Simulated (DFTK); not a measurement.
# GaAs (F-43m) in DFTK: reference runs

Aim: a first look at GaAs with PBE, on the cell as given.

All numbers are computed with DFTK 0.8.2; they aren't measurements. Logs are shortened: lines on timing, memory, paths and dates and some standing lists are left out, and cuts for length are marked.

**Experimental background.**

From “Evidence of valence band perturbations in GaAsN/GaAs(001): A combined variable-angle spectroscopic ellipsometry and modulated photoreflectance investigation”, 2008, arxiv:0805.2212, for a bulk crystal of GaAs at 300 K: band gap 1.412 ± 0.01 eV (direct).

How close the calculation comes is told below.

**1. The structure**

It takes space group F-43m (No. 216, cubic). Conventional cell: a = 5.654 Å, b = 5.654 Å, c = 5.654 Å, α = 90.00°, β = 90.00°, γ = 90.00°. As (site symmetry -43m) is surrounded by 4 Ga at 2.45 Å. Ga (site symmetry -43m) has 4 As at 2.45 Å as nearest neighbours.

**2. Single point, PBE**

The input, run.jl:

```julia
using DFTK
using PseudoPotentialData
using Unitful, UnitfulAtomic
using LinearAlgebra, Printf
include("save.jl")
disable_threading()

# lattice vectors are the columns
lattice = austrip(1u"Å") * [           0.0        2.82685        2.82685;
                  2.82685            0.0        2.82685;
                  2.82685        2.82685            0.0]
symbols   = [:As, :Ga]
positions = [[0.75, 0.75, 0.75],
             [0.0, 0.0, 0.0]]
pseudopotentials = PseudoFamily("dojo.nc.sr.pbe.v0_4_1.standard.upf")
elements = Dict(s => ElementPsp(s, pseudopotentials) for s in unique(symbols))
atoms    = [elements[s] for s in symbols]

build_model(lattice, positions; symmetries=true) =
    model_DFT(lattice, atoms, positions;
              functionals=PBE(),
              temperature=austrip(0.05u"eV"),
              smearing=Smearing.FermiDirac(),
              symmetries)
Ecut  = 42.0  # hartree
kgrid = [8, 8, 8]
tol   = 1e-6
to_GPa = ustrip(uconvert(u"GPa", 1u"hartree/bohr^3"))

model = build_model(lattice, positions)
basis = PlaneWaveBasis(model; Ecut, kgrid)
display(basis)
scfres = self_consistent_field(basis;
                               tol,
                               nbandsalg=AdaptiveBands(model; n_bands_converge=19))
display(scfres.energies)
@printf "Fermi level: %.6f eV\n" ustrip(auconvert(u"eV", something(scfres.εF, NaN)))
forces = compute_forces_cart(scfres)
println("Forces (eV/Å)")
for (s, f) in zip(symbols, forces)
    @printf "%-3s %12.6f %12.6f %12.6f\n" s ustrip.(auconvert.(u"eV/Å", f))...
end
stress = compute_stresses_cart(scfres)
println("Stress (GPa)")
display(round.(stress * to_GPa; digits=4))
println("Levels at the first k-point (eV): ", round.(ustrip.(auconvert.(u"eV", scfres.eigenvalues[1][1:scfres.n_bands_converge])); digits=4))
save_scf!(scfres; forces, stress)
```

Potentials or basis: dojo.nc.sr.pbe.v0_4_1.standard.upf (PBE).

Command:

```console
> julia --threads=1 run.jl  # save.jl only writes the numbers to a file and isn't shown; printed stress counts tension as positive; times include loading and compiling
```

Output:

```text
PlaneWaveBasis discretization:

    Ecut                 : 42.0 Ha
    fft_size             : (48, 48, 48), 110592 total points
    kgrid                : MonkhorstPack([8, 8, 8])
    num.   red. kpoints  : 512
    num. irred. kpoints  : 43

    Discretized Model(gga_x_pbe+gga_c_pbe, 3D):
        lattice (in Bohr)    : [0         , 5.34197   , 5.34197   ]
                               [5.34197   , 0         , 5.34197   ]
                               [5.34197   , 5.34197   , 0         ]
        unit cell volume     : 304.88 Bohr³

        atoms                : AsGa
        pseudopot. family    : PseudoFamily("dojo.nc.sr.pbe.v0_4_1.standard.upf")

        num. electrons       : 28
        spin polarization    : none
        temperature          : 0.0018375 Ha
        smearing             : DFTK.Smearing.FermiDirac()

        terms                : Kinetic()
                               AtomicLocal()
                               AtomicNonlocal()
                               Ewald(nothing)
                               PspCorrection()
                               Hartree()
                               Xc(gga_x_pbe, gga_c_pbe)
                               Entropy()
n     Energy            log10(ΔE)   log10(Δρ)   Diag   Δtime
---   ---------------   ---------   ---------   ----   ------
  1   -182.5572006221                   -0.97    4.7    13.1s
  2   -182.5637757268       -2.18       -1.48    1.1    5.91s
  3   -182.5643833084       -3.22       -1.80    2.3    8.34s
  4   -182.5643931291       -5.01       -1.98    2.0    6.74s
  5   -182.5644337463       -4.39       -3.03    1.1    5.80s
  6   -182.5644364532       -5.57       -3.02    3.1    8.44s
  7   -182.5644368564       -6.39       -3.49    1.0    6.21s
  8   -182.5644369555       -7.00       -4.25    2.0    6.90s
  9   -182.5644369570       -8.84       -4.45    2.0    7.60s
 10   -182.5644369576       -9.18       -5.57    2.0    7.03s
 11   -182.5644369576      -11.01       -5.53    2.7    8.94s
 12   -182.5644369576      -11.47       -6.10    1.2    5.34s
Energy breakdown (in Ha):
    Kinetic             138.9011527
    AtomicLocal         -149.3815551
    AtomicNonlocal      -90.4703261
    Ewald               -99.1764169
    PspCorrection       4.9228032
    Hartree             57.3607003
    Xc                  -44.7207941
    Entropy             -0.0000009

    total               -182.564436957629
Fermi level: 4.303352 eV
Forces (eV/Å)
As     -0.000000    -0.000000    -0.000000
Ga     -0.000000    -0.000000    -0.000000
Stress (GPa)
3×3 StaticArraysCore.SMatrix{3, 3, Float64, 9} with indices SOneTo(3)×SOneTo(3):
 -3.3855   0.0      0.0
  0.0     -3.3855   0.0
  0.0      0.0     -3.3855
Levels at the first k-point (eV): [-31.197, -31.197, -31.197, -31.1875, -31.1875, -10.7972, -10.7972, -10.7972, -10.7198, -10.7198, -8.7105, 4.0163, 4.0163, 4.0163, 4.532, 7.7603, 7.7603, 7.7603, 11.6219]
```

Run time: 3 min. Hardware: 1 thread of Intel Xeon Platinum 8488C (Sapphire Rapids), shared host; peak memory 1.9 GiB.

Results:

- Free energy: -4967.8314 eV
- Pressure: 3.4 GPa
- Band gap on the k mesh: 0.52 eV, direct

Levels at points of the mesh, in eV from the valence-band top:
| k point | band 12 | band 13 | band 14 | band 15 | band 16 | band 17 |
| --- | --- | --- | --- | --- | --- | --- |
| (0.00, 0.00, 0.00) | 0.00 | 0.00 | 0.00 | 0.52 | 3.74 | 3.74 |
| (-0.50, 0.00, 0.00) | -6.63 | -1.14 | -1.14 | 1.00 | 4.65 | 4.65 |
| (-0.50, -0.50, 0.00) | -6.81 | -2.67 | -2.67 | 1.47 | 1.66 | 10.18 |

**3. Comparison with measurements**

Step 2. Measured gap of GaAs: 1.412 eV (direct; 300 K; “Evidence of valence band perturbations in GaAsN/GaAs(001): A combined variable-angle spectroscopic ellipsometry and modulated photoreflectance investigation”, 2008, arxiv:0805.2212). This calculation gives 0.52 eV (-0.90 eV). 3 values of this kind are on record (1.412 to 1.51 eV); this one was drawn at random among those near their median, those with a stated uncertainty first. Spin-orbit coupling on As, Ga is left out. The value is that of PBE on a finite k mesh, which can miss the band edges, without temperature or zero-point motion. Semilocal functionals fall short of measured gaps as a rule.
